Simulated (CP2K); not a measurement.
# Zn in CP2K: convergence with cutoff ry

Input of the first run (cutoff ry 90 Ry); the others differ in this setting and in those tied to it:

File zn_converge.inp:

```
&GLOBAL
  PROJECT zn_converge
  RUN_TYPE ENERGY_FORCE
  PRINT_LEVEL LOW
&END GLOBAL
&FORCE_EVAL
  METHOD QS
  STRESS_TENSOR ANALYTICAL
  &DFT
    BASIS_SET_FILE_NAME BASIS_MOLOPT_UZH
    POTENTIAL_FILE_NAME POTENTIAL_UZH
    &MGRID
      CUTOFF 90
      REL_CUTOFF 60
      NGRIDS 5
    &END MGRID
    &QS
      METHOD GPW
      EPS_DEFAULT 1.0E-9
    &END QS
    &KPOINTS
      SCHEME MONKHORST-PACK 8 9 9
      GAMMA_CENTERED T
      SYMMETRY T
      SYMMETRY_BACKEND SPGLIB
    &END KPOINTS
    &SCF
      SCF_GUESS ATOMIC
      EPS_SCF 1.0E-6
      MAX_SCF 100
      ADDED_MOS 8
      CHOLESKY OFF
      EPS_EIGVAL 1.0E-7
      &DIAGONALIZATION ON
        ALGORITHM STANDARD
      &END DIAGONALIZATION
      &MIXING ON
        METHOD BROYDEN_MIXING
        ALPHA 0.4
        BETA 1.5
        NBUFFER 8
      &END MIXING
      &SMEAR ON
        METHOD FERMI_DIRAC
        ELECTRONIC_TEMPERATURE [K] 116.045
      &END SMEAR
    &END SCF
    &XC
      &XC_FUNCTIONAL
        &GGA_X_PBE_SOL
        &END GGA_X_PBE_SOL
        &GGA_C_PBE_SOL
        &END GGA_C_PBE_SOL
      &END XC_FUNCTIONAL
    &END XC
    &PRINT
      &KPOINTS ON
      &END KPOINTS
      &MULLIKEN ON
      &END MULLIKEN
      &MO ON
        ENERGIES T
        OCCUPATION_NUMBERS T
        &EACH
          QS_SCF 0
        &END EACH
        ADD_LAST NUMERIC
      &END MO
    &END PRINT
  &END DFT
  &SUBSYS
    &CELL
      A 3.0030500186 0.0000000000 0.0000000000
      B -1.0072935850 2.3506201984 0.0000000000
      C -0.7933666110 -0.9764110831 2.1689732164
      PERIODIC XYZ
    &END CELL
    &COORD
      SCALED
      Zn  0.0118640000 0.0140220000 -0.0167410000
    &END COORD
    &KIND Zn
      BASIS_SET DZVP-MOLOPT-PBE-GTH-q12
      POTENTIAL GTH-PBE-q12
    &END KIND
    &PRINT
      &ATOMIC_COORDINATES ON
      &END ATOMIC_COORDINATES
      &CELL ON
      &END CELL
    &END PRINT
  &END SUBSYS
  &PRINT
    &FORCES ON
    &END FORCES
    &STRESS_TENSOR ON
    &END STRESS_TENSOR
  &END PRINT
&END FORCE_EVAL
```

Potentials or basis: POTENTIAL_UZH Zn GTH-PBE-q12; DZVP-MOLOPT-PBE-GTH basis.

Run with:

```console
$ OMP_NUM_THREADS=1 cp2k.psmp -i zn_converge.inp -o zn_converge.out
```

The cell isn't the ideal one: cell strained at random at fixed volume.

Hardware: 1 thread of Arm Neoverse V2, with other jobs on the host.

| cutoff ry | energy less the tightest run, at zero smearing (meV/atom) | SCF cycles | CPU time (s) | peak memory (GiB) |
| --- | --- | --- | --- | --- |
| 90 Ry | -1297.03 | 12 | 78 | 0.24 |
| 140 Ry | -175.69 | 11 | 80 | 0.24 |
| 190 Ry | -130.45 | 12 | 85 | 0.25 |
| 250 Ry | -68.58 | 11 | 76 | 0.25 |
| 320 Ry | -30.94 | 11 | 74 | 0.25 |
| 380 Ry | 2.12 | 11 | 73 | 0.26 |
| 450 Ry | -0.35 | 11 | 84 | 0.26 |
| 560 Ry | -0.22 | 11 | 78 | 0.28 |
| 720 Ry | 0.00 | 11 | 74 | 0.3 |

Against the tightest run, the energy stays within 1 meV/atom from 450 Ry on. The tightest run that finished is the yardstick and may itself not be fully converged.
